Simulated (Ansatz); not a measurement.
## BeS and its competing phases

The calculation used DFT PBE, scalar-relativistic, plane waves, PAW in Ansatz 0.2.0. Settings: cutoff 420 eV, Γ-centred meshes spaced at most about 0.3 Å⁻¹ (2π included), Gaussian smearing. No spin polarisation.

The zero of energy is the elements' standard structures at the same level; no fitted shifts are applied.

Temperature and zero-point effects are left out. The reference form of S is held partly by dispersion forces, which this level lacks.

The competitors are the elements and 1 reference phase of this chemical system (from databases or known types: BeS), relaxed at the same level; other known phases may be missing.

The candidate was reached from: 4-connected net, two elements alternating.

```cif
data_structure
_symmetry_space_group_name_H-M 'I4cm'
_symmetry_Int_Tables_number 108
_cell_length_a 6.7492
_cell_length_b 6.7492
_cell_length_c 5.6775
_cell_angle_alpha 90.000
_cell_angle_beta 90.000
_cell_angle_gamma 90.000
_cell_volume 258.62
loop_
_atom_site_label
_atom_site_type_symbol
_atom_site_symmetry_multiplicity
_atom_site_Wyckoff_symbol
_atom_site_fract_x
_atom_site_fract_y
_atom_site_fract_z
_atom_site_occupancy
Be1 Be 8 c 0.86116 0.36116 0.18462 1
S1 S 8 c 0.15783 0.34217 0.31538 1
```

Task: Where does it stand against these competitors?

Result: Not the lowest form: another structure of the same formula lies lower. Its formation energy is -0.976 eV/atom. The lowest competing phase at this composition is this:

| phase | space group | source | share of atoms | ΔE_f (eV/atom) |
| --- | --- | --- | --- | --- |
| BeS | F-43m (No. 216) | COD | 1.0000 | -1.070 |

The candidate lies 94 meV/atom above this phase (95 meV/atom from unrounded values). The candidate matches no cell in the subsets of the Crystallography Open Database and the Materials Project at hand. It is metastable at best. Checks: no imaginary mode on a 2×2×2 q mesh.
